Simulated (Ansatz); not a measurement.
**TlBr: response to strain**

Consider TlBr in the CsCl type structure (space group Pm-3m, No. 221; a = 3.9145 Å).

Strains are applied to the cell and any free atomic positions relax.

The values are results of plane-wave PAW DFT at the PBEsol level (Ansatz, an electronic-structure program, 420 eV), scalar-relativistic without spin-orbit coupling, not measurements.

| isotropic strain (%) | band gap (eV) |
|---|---|
| -3 | 1.30 |
| -2.5 | 1.35 |
| -2 | 1.40 |
| -1 | 1.50 |
| -0.5 | 1.54 |
| 0 | 1.59 |
| 1 | 1.67 |
| 2.5 | ? |
| 3 | 1.83 |

Fit E_g = E₀ + Dε (ε in %) to the rows shown and predict the withheld row.

Least squares on the printed values gives E₀ = 1.58 eV, D = 88.7 meV per % of strain (largest residual 0.01 eV); this predicts 1.80 eV, and the run gives 1.79 eV, in agreement.

Spin-orbit coupling, missing from the scalar runs, can matter with Tl. Stability against distortions was not tested.
